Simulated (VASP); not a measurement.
# Interstitial C in a supercell of Al, part 3 of 3

Wanted: what interstitial C costs in Al and how the lattice relaxes round it.

VASP 6.6.1, plane waves and PAW; the level of theory is named at each step.

So far. Step 4 (Reference C): The run ended after 3 ionic steps, 0.007 eV below its first step, once forces and stress met EDIFFG = -0.02. Step 4 (Reference C): Energy at zero smearing: -19.26447 eV.

### 5. The defect cell

This step: PBEsol; plane waves and PAW (Al, C) (VASP 6.6.1).

System of this step: Al32C. The cell holds 33 atoms: 32 Al and 1 C. Its edges and angles: a = 8.028 Å, b = 8.028 Å, c = 8.028 Å, α = 90.0°, β = 90.0°, γ = 90.0°. It derives from Al. Nearest the centre at fractional (0.125, 0.125, 0.125): C33 at 0.00 Å, Al4 at 1.74 Å, Al8 at 1.74 Å, Al5 at 1.74 Å, Al16 at 1.74 Å, Al29 at 3.33 Å, Al23 at 3.33 Å, Al3 at 3.33 Å.

The host is treated as a metal, since its gap is under 0.3 eV or closed. The run keeps 24 symmetry operations, which cuts the number of k-points but bars distortions that break them. The atoms relax at the host's fixed cell.

The input, INCAR:

```
SYSTEM = Al32C
PREC = Normal
ENCUT = 400
EDIFF = 1E-05
NELM = 120
ISMEAR = 1
SIGMA = 0.2
LREAL = Auto
ALGO = Fast
GGA = PS
NBANDS = 76
LORBIT = 11
LWAVE = .FALSE.
LCHARG = .TRUE.
KPAR = 4
LASPH = .TRUE.
IBRION = 2
NSW = 50
ISIF = 2
EDIFFG = -0.03
POTIM = 0.4
MAXMIX = 40
ISYM = 2
```

The input, POSCAR:

```
Al32C
1.0
    8.0276852284      0.0000000000      0.0000000000
    0.0000000000      8.0276852284      0.0000000000
    0.0000000000      0.0000000000      8.0276852284
Al C
32 1
Direct
    0.5000000000      0.0000000000      0.0000000000
    0.7500000000      0.2500000000      0.0000000000
    0.7500000000      0.0000000000      0.2500000000
    0.0000000000      0.0000000000      0.0000000000
    0.2500000000      0.2500000000      0.0000000000
    0.5000000000      0.5000000000      0.0000000000
    0.7500000000      0.7500000000      0.0000000000
    0.2500000000      0.0000000000      0.2500000000
    0.5000000000      0.2500000000      0.2500000000
    0.7500000000      0.5000000000      0.2500000000
    0.5000000000      0.0000000000      0.5000000000
    0.7500000000      0.2500000000      0.5000000000
    0.7500000000      0.0000000000      0.7500000000
    0.0000000000      0.5000000000      0.0000000000
    0.2500000000      0.7500000000      0.0000000000
    0.0000000000      0.2500000000      0.2500000000
    0.2500000000      0.5000000000      0.2500000000
    0.5000000000      0.7500000000      0.2500000000
    0.0000000000      0.0000000000      0.5000000000
    0.2500000000      0.2500000000      0.5000000000
    0.5000000000      0.5000000000      0.5000000000
    0.7500000000      0.7500000000      0.5000000000
    0.2500000000      0.0000000000      0.7500000000
    0.5000000000      0.2500000000      0.7500000000
    0.7500000000      0.5000000000      0.7500000000
    0.0000000000      0.7500000000      0.2500000000
    0.0000000000      0.5000000000      0.5000000000
    0.2500000000      0.7500000000      0.5000000000
    0.0000000000      0.2500000000      0.7500000000
    0.2500000000      0.5000000000      0.7500000000
    0.5000000000      0.7500000000      0.7500000000
    0.0000000000      0.7500000000      0.7500000000
    0.1250000000      0.1250000000      0.1250000000
```

The input, KPOINTS:

```
Automatic mesh
0
Monkhorst-Pack
4 4 4
0 0 0
```

PAW data sets: Al and C (PBE family, release 64).

The run is started by

```sh
> mpirun -np 4 vasp_std
```

What it wrote:

```text
[banner, memory and clock lines left out]
running    4 mpi-ranks, on    1 nodes
 distrk:  each k-point on    1 cores,    4 groups
 distr:  one band on    1 cores,    1 groups

 POSCAR found type information on POSCAR AlC
 POSCAR found :  2 types and      33 ions
 [... a notice as in an earlier step ...]

 LDA part: xc-table for (Slater+PW92), standard interpolation
 POSCAR, INCAR and KPOINTS ok, starting setup
 FFT: planning ... GRIDC
 FFT: planning ... GRID_SOFT
 FFT: planning ... GRID
 WAVECAR not read
 entering main loop
       N       E                     dE             d eps       ncg     rms          rms(c)
DAV:   1     0.104873181676E+03    0.10487E+03   -0.29982E+04   608   0.859E+02
DAV:   2    -0.127653624139E+03   -0.23253E+03   -0.21716E+03   720   0.133E+02
DAV:   3    -0.144593180086E+03   -0.16940E+02   -0.16475E+02   728   0.309E+01
DAV:   4    -0.144912839944E+03   -0.31966E+00   -0.31813E+00   728   0.483E+00
DAV:   5    -0.144916482438E+03   -0.36425E-02   -0.36387E-02   712   0.570E-01    0.148E+01
RMM:   6    -0.137868707908E+03    0.70478E+01   -0.22233E+01   608   0.826E+00    0.566E+00
RMM:   7    -0.137412198111E+03    0.45651E+00   -0.11778E+00   608   0.288E+00    0.362E+00
RMM:   8    -0.137236896061E+03    0.17530E+00   -0.32146E-01   609   0.119E+00    0.113E+00
RMM:   9    -0.137209070069E+03    0.27826E-01   -0.47583E-02   608   0.561E-01    0.324E-01
RMM:  10    -0.137208856103E+03    0.21397E-03   -0.84601E-03   610   0.264E-01    0.237E-01
RMM:  11    -0.137208940362E+03   -0.84259E-04   -0.20017E-03   620   0.110E-01    0.533E-02
RMM:  12    -0.137208889864E+03    0.50498E-04   -0.31251E-04   609   0.491E-02    0.195E-02
RMM:  13    -0.137208893747E+03   -0.38831E-05   -0.80625E-05   562   0.271E-02
   1 F= -.13720889E+03 E0= -.13720843E+03  d E =-.137209E+03
 curvature:   0.00 expect dE= 0.000E+00 dE for cont linesearch  0.000E+00
 trial: gam= 0.00000 g(F)=  0.303E+01 g(S)=  0.000E+00 ort = 0.000E+00 (trialstep = 0.100E+01)
 search vector abs. value=  0.303E+01
 bond charge predicted
       N       E                     dE             d eps       ncg     rms          rms(c)
DAV:   1    -0.138878645076E+03   -0.16698E+01   -0.16610E+01   684   0.142E+01    0.354E+00
RMM:   2    -0.138670879896E+03    0.20777E+00   -0.30234E+00   608   0.493E+00    0.113E+00
RMM:   3    -0.138664951667E+03    0.59282E-02   -0.22919E-01   608   0.159E+00    0.873E-01
RMM:   4    -0.138656853186E+03    0.80985E-02   -0.43786E-02   608   0.644E-01    0.511E-01
RMM:   5    -0.138650829857E+03    0.60233E-02   -0.22557E-02   609   0.343E-01    0.604E-01
RMM:   6    -0.138650781003E+03    0.48855E-04   -0.85088E-03   611   0.229E-01    0.623E-01
RMM:   7    -0.138650740796E+03    0.40207E-04   -0.87826E-04   609   0.971E-02    0.350E-01
RMM:   8    -0.138650517161E+03    0.22363E-03   -0.15578E-03   611   0.803E-02    0.230E-01
RMM:   9    -0.138650481875E+03    0.35286E-04   -0.20269E-04   583   0.356E-02    0.106E-01
RMM:  10    -0.138650467116E+03    0.14759E-04   -0.35219E-05   493   0.151E-02    0.401E-02
RMM:  11    -0.138650462974E+03    0.41419E-05   -0.68372E-06   392   0.829E-03
   2 F= -.13865046E+03 E0= -.13865467E+03  d E =-.144157E+01
[...]
3 F= -.13865445E+03 E0= -.13865893E+03  d E =-.144555E+01
[...]
4 F= -.13869102E+03 E0= -.13869573E+03  d E =-.365721E-01
[...]
5 F= -.13871102E+03 E0= -.13871567E+03  d E =-.565720E-01
[...]
6 F= -.13871899E+03 E0= -.13872379E+03  d E =-.645465E-01
[...]
7 F= -.13872281E+03 E0= -.13872732E+03  d E =-.381930E-02
[...]
8 F= -.13872393E+03 E0= -.13872813E+03  d E =-.493389E-02
 curvature:  -1.51 expect dE=-0.139E-02 dE for cont linesearch -0.193E-05
 trial: gam= 0.28427 g(F)=  0.920E-03 g(S)=  0.000E+00 ort =-0.718E-04 (trialstep = 0.167E+01)
 search vector abs. value=  0.120E-02
 bond charge predicted
       N       E                     dE             d eps       ncg     rms          rms(c)
DAV:   1    -0.138724842266E+03   -0.92049E-03   -0.15700E-02   624   0.402E-01    0.776E-02
RMM:   2    -0.138724709736E+03    0.13253E-03   -0.11666E-03   608   0.107E-01    0.591E-02
RMM:   3    -0.138724723197E+03   -0.13461E-04   -0.13600E-04   604   0.386E-02    0.675E-02
RMM:   4    -0.138724724622E+03   -0.14254E-05   -0.17307E-05   379   0.150E-02
   9 F= -.13872472E+03 E0= -.13872868E+03  d E =-.797207E-03
 trial-energy change:   -0.000797  1 .order   -0.000833   -0.001507   -0.000159
 step:   1.8726(harm=  1.8726)  dis= 0.00232  next Energy=  -138.724770 (dE=-0.842E-03)
 reached required accuracy - stopping structural energy minimisation
```

Elapsed: 2.2 min, on 4 MPI ranks of Intel Xeon Platinum 8488C (Sapphire Rapids), shared host; peak memory 1.3 GiB.

Parts of OUTCAR (step 5):

```text
   k-points           NKPTS =      4   k-points in BZ     NKDIM =      4   number of bands    NBANDS=     76

   NELECT =     100.0000    total number of electrons

 E-fermi :   8.1876

 k-point     1 :       0.1250    0.1250    0.1250
  band No.  band energies     occupation
    ...
     47       7.9065      2.06313
     48       7.9065      2.06313
     49       8.0227      1.99211
     50       8.0227      1.99211
     51       8.2389      0.58152
     52       8.7182     -0.00114
     53       8.8187     -0.00008
     54       8.8576     -0.00002
     55       8.8576     -0.00002
     56       8.9582     -0.00000
    ...

  Total        6.3213636      6.3213636      6.3213636      0.0000000      0.0000000      0.0000000
  in kB       19.5771896     19.5771896     19.5771896      0.0000000      0.0000000      0.0000000
  external PRESSURE =      19.5771896 kB  Pullay stress =       0.0000000 kB

 POSITION                                       TOTAL-FORCE (eV/Angst)
 -----------------------------------------------------------------------------------
      4.03132      8.00411      8.00411        -0.000436     -0.004334     -0.004334
      6.00328      2.03050      8.00411         0.000436      0.004334     -0.004334
      6.00328      8.00411      2.03050         0.000436     -0.004334      0.004334
      7.92027      7.92027      7.92027         0.005450      0.005450      0.005450
      2.11434      2.11434      7.92027        -0.005450     -0.005450      0.005450
      4.03481      4.03481      8.02391        -0.003127     -0.003127      0.003487
      5.99980      5.99980      8.02391         0.003127      0.003127      0.003487
      2.11434      7.92027      2.11434        -0.005450      0.005450     -0.005450
      4.03132      2.03050      2.03050        -0.000436      0.004334      0.004334
      5.99980      4.03481      2.01069         0.003127     -0.003127     -0.003487
      4.03481      8.02391      4.03481        -0.003127      0.003487     -0.003127
      5.99980      2.01069      4.03481         0.003127     -0.003487     -0.003127
      5.99980      8.02391      5.99980         0.003127      0.003487      0.003127
      8.00411      4.03132      8.00411        -0.004334     -0.000436     -0.004334
      2.03050      6.00328      8.00411         0.004334      0.000436     -0.004334
      7.92027      2.11434      2.11434         0.005450     -0.005450     -0.005450
      2.03050      4.03132      2.03050         0.004334     -0.000436      0.004334
      4.03481      5.99980      2.01069        -0.003127      0.003127     -0.003487
      8.00411      8.00411      4.03132        -0.004334     -0.004334     -0.000436
      2.03050      2.03050      4.03132         0.004334      0.004334     -0.000436
      4.02646      4.02646      4.02646        -0.002640     -0.002640     -0.002640
      6.00815      6.00815      4.02646         0.002640      0.002640     -0.002640
      2.03050      8.00411      6.00328         0.004334     -0.004334      0.000436
      4.03481      2.01069      5.99980        -0.003127     -0.003487      0.003127
[...]
-----------------------------------------------------------------------------------
    total drift:                               -0.000000     -0.000000      0.000000

  FREE ENERGIE OF THE ION-ELECTRON SYSTEM (eV)
  ---------------------------------------------------
  free  energy   TOTEN  =      -138.7247246222 eV

  energy  without entropy=     -138.7365859112  energy(sigma->0) =     -138.72867839

[... 6 parts as in an earlier step ...]

[... 9 further parts left out ...]
```

The run keeps the 24 symmetry operations of its start, so it cannot find a distortion of lower symmetry.

The steps of the relaxation:

```csv
step,energy less that of the first step (eV),largest force (eV/Å)
1,0.0000,4.4058
2,-1.4416,0.2327
3,-1.4456,0.2500
4,-1.4821,0.1547
5,-1.5021,0.1471
6,-1.5101,0.0689
7,-1.5139,0.0391
8,-1.5150,0.0720
9,-1.5158,0.0094
```

The atoms that moved most (Å):

```csv
atom,dx,dy,dz,length
Al4,-0.107,-0.107,-0.107,0.186
Al5,0.107,0.107,-0.107,0.186
Al8,0.107,-0.107,0.107,0.186
Al16,-0.107,0.107,0.107,0.186
Al14,-0.024,0.017,-0.024,0.038
Al1,0.017,-0.024,-0.024,0.038
Al19,-0.024,-0.024,0.017,0.038
Al3,-0.017,-0.024,0.024,0.038
```

The relaxed structure:

```cif
data_structure
_symmetry_space_group_name_H-M 'P 1'
_symmetry_Int_Tables_number 1
_cell_length_a 8.0277
_cell_length_b 8.0277
_cell_length_c 8.0277
_cell_angle_alpha 90.000
_cell_angle_beta 90.000
_cell_angle_gamma 90.000
_cell_volume 517.33
loop_
_atom_site_label
_atom_site_type_symbol
_atom_site_fract_x
_atom_site_fract_y
_atom_site_fract_z
_atom_site_occupancy
Al1 Al 0.50218 0.99706 0.99706 1
Al2 Al 0.74782 0.25294 0.99706 1
Al3 Al 0.74782 0.99706 0.25294 1
Al4 Al 0.98662 0.98662 0.98662 1
Al5 Al 0.26338 0.26338 0.98662 1
Al6 Al 0.50261 0.50261 0.99953 1
Al7 Al 0.74739 0.74739 0.99953 1
Al8 Al 0.26338 0.98662 0.26338 1
Al9 Al 0.50218 0.25294 0.25294 1
Al10 Al 0.74739 0.50261 0.25047 1
Al11 Al 0.50261 0.99953 0.50261 1
Al12 Al 0.74739 0.25047 0.50261 1
Al13 Al 0.74739 0.99953 0.74739 1
Al14 Al 0.99706 0.50218 0.99706 1
Al15 Al 0.25294 0.74782 0.99706 1
Al16 Al 0.98662 0.26338 0.26338 1
Al17 Al 0.25294 0.50218 0.25294 1
Al18 Al 0.50261 0.74739 0.25047 1
Al19 Al 0.99706 0.99706 0.50218 1
Al20 Al 0.25294 0.25294 0.50218 1
Al21 Al 0.50157 0.50157 0.50157 1
Al22 Al 0.74843 0.74843 0.50157 1
Al23 Al 0.25294 0.99706 0.74782 1
Al24 Al 0.50261 0.25047 0.74739 1
Al25 Al 0.74843 0.50157 0.74843 1
Al26 Al 0.99706 0.74782 0.25294 1
Al27 Al 0.99953 0.50261 0.50261 1
Al28 Al 0.25047 0.74739 0.50261 1
Al29 Al 0.99706 0.25294 0.74782 1
Al30 Al 0.25047 0.50261 0.74739 1
Al31 Al 0.50157 0.74843 0.74843 1
Al32 Al 0.99953 0.74739 0.74739 1
C33 C 0.12500 0.12500 0.12500 1
```

Numbers from this step:

```
electronic cycles                               : 62
electrons                                       : 100
free energy (TOTEN)                             : -138.7247 eV
energy at zero smearing                         : -138.7287 eV
Fermi energy                                    : 8.188 eV
labelled metallic, from the levels on this mesh : yes
```

Valence density in the ac plane at fractional y = 0.125, through the centre, with atoms of C within 0.45 Å of it. It is the smooth field of the valence electrons, not physical close to the nuclei.

Ten steps, logarithmic in the rise over the least value, from '_' (0.2 e/Å³) to '@' (1.6 e/Å³), each cell a mean:
```
::--====--::..::::--------------------::::..
....____....::::------------------------::::
::..____..::::--------------::------------::
::::....::::--------------------------------
----::::------------::::----------::--------
--------------------::----------------------
----::::------------------------------------
--::::::::------::--------------------::----
--::::::::------::--------------------------
----::::------------------------------------
----------------------------------::--------
----::::------------------------::::--------
::::....::::--------------------------------
::..____..::::------------::::------------::
....____....::::------------------------::::
::--====--::..::::--------------------::::..
==**####**==::..::::----------------::::..::
**%%@@@@%%**--....::------::::------::....--
##@@@@@@@@##==____..::--::::::::--::..____==
##@@@@@@@@##==____..::--::::::::--::..____==
**%%@@@@%%**--....::------::::------::....--
==**####**==::..::::----------------::::..::
```
Columns run along a (8.0 Å), rows up along c (8.0 Å). Atoms in or near the plane, at fractional coordinates: C at (0.13, 0.13).

The run ended after 9 ionic steps, 1.516 eV below its first step, once the forces on the free atoms met EDIFFG = -0.03.

C hardly moves from its start, within the 24 symmetry operations kept, and its nearest atoms are 4 Al at 1.92 Å.

### 6. Formation energies

This step: point defect, PBEsol; plane waves and PAW (VASP 6.6.1).

This step runs nothing: it gathers the runs above.

This step gave:

```yaml
formation_energy_of_the_neutral_defect: 2.007 eV
```

Formation energy:

```csv
formation energy (eV),largest move (Å)
2.007,0.186
```

The formation energy is the energy of the relaxed defect cell less that of the perfect cell, with each removed atom booked to its reference and each added atom taken from it.

References, in eV an atom: C -9.632 (crystal Fd-3m) and Al -4.097 (the host). They were run at the supercell's cutoff and functional, without U, and count both elements from their own phases.

### 7. Summary of results

- formation energy at charge 0: 2.007 eV

Interstitial C costs 2.01 eV at the one site run, which need not be the lowest, with every exchanged atom at the energy of its element. C hardly moves from its start, within the 24 symmetry operations kept, and its nearest atoms are 4 Al at 1.92 Å. With metallic smearing the value can move by tenths of an eV with the k mesh. Carbon counts from diamond, not from graphite, the stable form. The supercell of 32 atoms is small, so interactions between images remain.

[Lines on the potential files, build, host, timing and source positions are cut from VASP's logs without a mark.]

[Logs are printed without paths, hosts, clocks, repeated set-up lines and the standing remarks that a program may print on its own settings, such as how far it seeks lower states.]

[Hosts, paths, dates, database ids (printed as entryN), source tags and the programs' standing remarks are cut or masked in the printed files.]

[In band tables of VASP the shares of atoms and orbitals are scaled to a sum of 1 inside the atoms' spheres.]

[Runs that stopped without an error message from VASP are left out.]
